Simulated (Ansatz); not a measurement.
# Gd: how well frozen cores do

Aim: solve Gd at one geometry with all-electron LAPW, PAW with frozen cores and all-electron PAW on datasets made for the crystal, and see where they agree.

Method: DFT PBE, scalar-relativistic, in Ansatz 0.2.0.

## (1) The structure to begin with

It takes space group P6_3/mmc (No. 194, hexagonal). Conventional cell: a = 3.636 Å, b = 3.636 Å, c = 5.783 Å, α = 90.00°, β = 90.00°, γ = 120.00°. Gd (site symmetry -6m2) is surrounded by 12 Gd at 3.57 to 3.64 Å.

Coordinates:

```
Gd
1.0
     3.63600    0.00000    0.00000
    -1.81800    3.14887    0.00000
     0.00000    0.00000    5.78260
Gd
2
Cartesian
  0.0000 2.0992 1.4457
  1.8180 1.0496 4.3369
```

The cell is a measured one (Crystallography Open Database entry 9008499); the temperature and pressure of the measurement aren't taken into account, and nothing was relaxed.

Atoms are numbered in the order of the input: Gd1, Gd2.

## (2) All-electron LAPW

Input file input.yaml:

```yaml
crystal:
  lattice:
    - [3.6360007066, 0.0, 0.0]
    - [-1.8180003533, 3.1488689801, 0.0]
    - [0.0, 0.0, 5.7826]
  atoms:
    - { symbol: Gd, position: [0.3333333333, 0.6666666667, 0.25], spin: 7.0 }
    - { symbol: Gd, position: [0.6666666667, 0.3333333333, 0.75], spin: 7.0 }
magnetization:
  spin_polarized: true
kpoints:
  mp_grid: { grid: [12, 12, 7] }
  band_path:
    path:
      - [0.0, 0.0, 0.0]
      - [0.5, 0.0, 0.0]
      - [0.3333333333, 0.3333333333, 0.0]
      - [0.0, 0.0, 0.0]
      - [0.0, 0.0, 0.5]
      - [0.5, 0.0, 0.5]
      - [0.3333333333, 0.3333333333, 0.5]
      - [0.0, 0.0, 0.5]
      - [0.5, 0.0, 0.5]
    npoints: 8
scf:
  occupations: { method: fermi_dirac, width: 0.05 }
hamiltonian:
  xc: pbe
  pseudopotentials: { kind: all_electron, lapw: { basis_error: 0.0005 } }
output:
  forces: true
  stress: true
  eigenvalues: true
  fatbands: true
  populations: true
  dos: { projected: true, de: 0.2, e_range: [-14, 8] }
```

## (3) PAW with frozen cores

input.yaml: that of step 2 with these lines changed.

```diff
@@ -28,3 +28,3 @@
   xc: pbe
-  pseudopotentials: { kind: all_electron, lapw: { basis_error: 0.0005 } }
+  pseudopotentials: { kind: paw }
 output:
@@ -33,4 +33,5 @@
   eigenvalues: true
-  fatbands: true
+  efg: { contact_densities: true }
   populations: true
+  bader: true
   dos: { projected: true, de: 0.2, e_range: [-14, 8] }
```

## (4) All-electron PAW on datasets made for the crystal

input.yaml: that of step 3 with these lines changed.

```diff
@@ -28,3 +28,3 @@
   xc: pbe
-  pseudopotentials: { kind: paw }
+  pseudopotentials: { kind: all_electron, datasets: crystal }
 output:
@@ -34,4 +34 @@
   efg: { contact_densities: true }
-  populations: true
-  bader: true
-  dos: { projected: true, de: 0.2, e_range: [-14, 8] }
```

(Steps that only read results are left out.)

Q: Predict the outcome of this session. Wanted: pressure; gap; spin moments; Bader charges.

As calculated:

| quantity | value |
| --- | --- |
| pressure | LAPW 0.55, PAW 0.55, crystal datasets 0.55 GPa |
| gap (LAPW) | none |
| spin moments (LAPW) | Gd1 7.49 μB |
| Bader charges (PAW) | Gd1 -0.00 e |

What this shows: At this geometry the cell is under compression of 0.5 GPa, so it would expand if let go. Bands cross the Fermi level: the crystal is a metal at this level. Gd 5d carries the largest share, 55 %, of the projected states within 0.3 eV of the Fermi level. The projection holds only the free atom's occupied shells (Gd 6s, Gd 5d, Gd 4f in this range). PAW lies less than 0.01 GPa from LAPW in pressure. Site moments are counted in spheres whose radii differ between the methods. The price, with the outputs that each input asks for: 1.7 min for LAPW against 35 s for PAW, about 3 to one. No U acts on the open f shell, so these are results of the method and may differ from the real material's. Other magnetic orders may lie lower; this is the state that the run reached. Spin-orbit coupling is left out, though the cell holds Gd; in elements this heavy it can shift bands and gaps by tenths of an eV.
